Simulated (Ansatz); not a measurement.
Start from ZnTe in the zinc blende structure (space group F-43m, No. 216).

```yaml
crystal:
  lattice:
    - [0.00000, 3.05670, 3.05670]
    - [3.05670, 0.00000, 3.05670]
    - [3.05670, 3.05670, 0.00000]
  atoms:
    - { symbol: Te, position: [0.75000, 0.75000, 0.75000] }
    - { symbol: Zn, position: [0.00000, 0.00000, 0.00000] }
```

Cartesian axes are those of the cell as printed.

The values are results of r2SCAN/PAW in Ansatz (a program for electronic structure), no SOC, not measurements.

Strains are applied to the cell and any free atomic positions relax; under biaxial strain the out-of-plane vector relaxes too.

One change was made to it. Results:

```tsv
quantity	base	after
energy relative to the base (free energy F)	0 meV/atom	+19 meV/atom
valley order (the lowest conduction-band minima on the path, energy above the VBM, named in the base's zone)	Γ 1.79 eV; L along ⟨111⟩ 2.20 eV; a point along ⟨100⟩, about 0.9 Å⁻¹ from Γ 2.54 eV	Γ 2.12 eV; L along ⟨111⟩ 2.29 eV; a point along ⟨100⟩, about 0.9 Å⁻¹ from Γ 2.43 eV
```

### Question
Which change produced these results?
A) biaxial strain +1.35 %, plane normal [111], relaxed out of plane
B) strain tensor (xx, yy, zz, yz, xz, xy) = (−0.75, +0.06, −1.80, −1.10, +1.27, −0.49) %
C) isotropic strain −1.97 %
D) uniaxial strain ε_yy = +1.59 %
E) isotropic strain −2.09 %

### Answer
E, isotropic strain −2.09 %. For comparison, the valley order in the other runs: isotropic strain −1.97 % gives Γ 2.10 eV; L along ⟨111⟩ 2.29 eV; a point along ⟨100⟩, about 0.9 Å⁻¹ from Γ 2.44 eV; uniaxial strain ε_yy = +1.59 % gives Γ 1.69 eV; L along [1-1-1] 2.16 eV; a point along [001], about 0.9 Å⁻¹ from Γ 2.51 eV; a point along [010], about 0.9 Å⁻¹ from Γ 2.63 eV; strain tensor (xx, yy, zz, yz, xz, xy) = (−0.75, +0.06, −1.80, −1.10, +1.27, −0.49) % gives Γ 1.77 eV; L along [1-1-1] 1.95 eV; L along [11-1] 2.05 eV; L along [111] 2.07 eV; biaxial strain +1.35 %, plane normal [111], relaxed out of plane gives Γ 1.61 eV; L along [111] 1.93 eV; L along [1-1-1] 2.15 eV; a point along [001], about 0.9 Å⁻¹ from Γ 2.47 eV.

With Te present, leaving out spin-orbit coupling can change the band edges. The levels and masses belong to the bands next to the band gap. Stability against distortions was not tested.
